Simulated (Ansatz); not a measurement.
Rocksalt RbCl, relaxed with r2SCAN. Space group Fm-3m (No. 225), cubic; conventional cell a = 6.612 Å, 36.13 Å³ an atom. Rb has 6 Cl at 3.31 Å; Cl has 6 Rb at 3.31 Å.

```
CELL_PARAMETERS angstrom
0.00000 3.30581 3.30581
3.30581 0.00000 3.30581
3.30581 3.30581 0.00000
ATOMIC_POSITIONS crystal
Rb 0.00000 0.00000 0.00000
Cl 0.50000 0.50000 0.50000
```

The questions ask for values computed with Ansatz on this geometry. No magnetic order and no zero-point or thermal motion.

Given (6×6×6 mesh): With PBE the gap is 4.96 eV and direct, at Γ.

Q: Estimate the gap with PBE+SOC on 6×6×6.

A: The PBE+SOC gap is direct at Γ: 4.91 eV. The gap differs by -0.05 eV from PBE's.

Q: What does r2SCAN give for the gap (6×6×6 mesh)?

A: With r2SCAN the gap is 5.56 eV and direct, at Γ. The gap differs by +0.60 eV from PBE's.

Q: What does HSE06 give for the gap (4×4×4 mesh)?

A: HSE06 gives a direct gap of 6.25 eV at Γ. The gap differs by +1.29 eV from PBE's.

Q: Estimate the gap with PBE0 on 4×4×4.

A: PBE0 gives a direct gap of 6.99 eV at Γ. The gap differs by +2.03 eV from PBE's.

Q: How strongly does the crystal screen a field with clamped ions (r2SCAN)?

A: The electronic dielectric tensor ε∞ is 2.24 in all directions. Born charges, averaged over directions: Rb +1.15, Cl -1.15 e.

Only the levels marked +SOC include spin-orbit coupling.

The meshes of the hybrids are coarse, so their gaps aren't converged to the digits shown.
